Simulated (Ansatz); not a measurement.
**CaSe (Fm-3m): gap against strain (isotropic on every length)**

A 2-atom cell of CaSe started from a crystallographic database, relaxed with r2SCAN in the plane-wave code Ansatz, then strained (isotropic on every length; changes of length per length, axes as in the cell below) with the atoms relaxed again within the symmetry that is left. Space group Fm-3m (No. 225), cubic; conventional cell a = 5.935 Å, 26.13 Å³ an atom. Ca is surrounded by 6 Se at 2.97 Å; Se is surrounded by 6 Ca at 2.97 Å. Calculated for a static, non-magnetic cell.

```xyz
2
Lattice="0.0000 2.9675 2.9675 2.9675 0.0000 2.9675 2.9675 2.9675 0.0000" Properties=species:S:1:pos:R:3 pbc="T T T"
Ca    0.0000    0.0000    0.0000
Se    2.9675    2.9675    2.9675
```

Gaps are the least over each mesh (PBE 8×8×8, r2SCAN 8×8×8, HSE06 6×6×6 when unstrained) and the special points, which keep their unstrained names; stress is the change from the unstrained cell, compression positive.

```csv
strain (%),"gap, PBE (eV)","gap, r2SCAN (eV)","gap, HSE06 (eV)","edges, HSE06","mean stress, r2SCAN (GPa)","energy rise, r2SCAN (meV/atom)"
-5.29,1.587,2.045,2.486,Γ → X,+11.84,126.1
-4.56,1.666,2.124,2.571,Γ → X,+9.70,91.4
-0.92,1.990,2.451,2.926,Γ → X,+1.52,3.3
0.0,2.057,2.517,2.999,Γ → X,0.00,0.0
+0.46,2.088,2.549,3.033,Γ → X,-0.69,0.8
```

Between zero and the nearest strains the slope of the HSE06 gap against strain is +0.079 eV per percent for negative and +0.074 for positive strain.

Spin-orbit coupling is left out.

The meshes of the hybrids are coarse, so their gaps aren't converged to the digits shown.
